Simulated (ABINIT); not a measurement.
A run of ABINIT 10.8.3 (patched build) is set up as follows.

Contents of run.abi:

```
# Pseudopotentials
pp_dirpath "./"
pseudos "Ga.GGA_PBE-JTH.xml"

# Structure
acell 8.4082796997 8.408294156 5.2254706798
rprim
     1.0000000000     0.0000000000     0.0000000000
    -0.5000002641     0.8660252513     0.0000000000
     0.0000000000     0.0000000000     1.0000000000
ntypat 1
znucl 31
natom 2
typat 1 1
xcart
    -0.0000255807     2.5689195112     1.3826000000
     2.2247555807     1.2844404888     1.3826000000 Angstrom

# Plane-wave basis
ecut 17.0
pawecutdg 34.0
pawxcdev 0

# k points
kptopt 1
ngkpt 7 7 10
nshiftk 1
shiftk 0.0 0.0 0.0

# Exchange and correlation
ixc 11

# Bands and occupations
nband 17
occopt 3
tsmear 0.05 eV

# SCF cycle
nstep 100
tolvrs 1.0e-9

# Output
iomode 3
prtwf 0
prtden 0
prteig 0
prtebands 0
enunit 1
```

Potentials or basis: JTH PAW PBE v2.0.

The run is started by

```bash
$ abinit run.abi > log 2>&1
```

(1) What does it give for the pressure?

(2) Predict the band gap on the k mesh.

Answers

(1) -0.1 GPa.

(2) none (metal or under the smearing width).
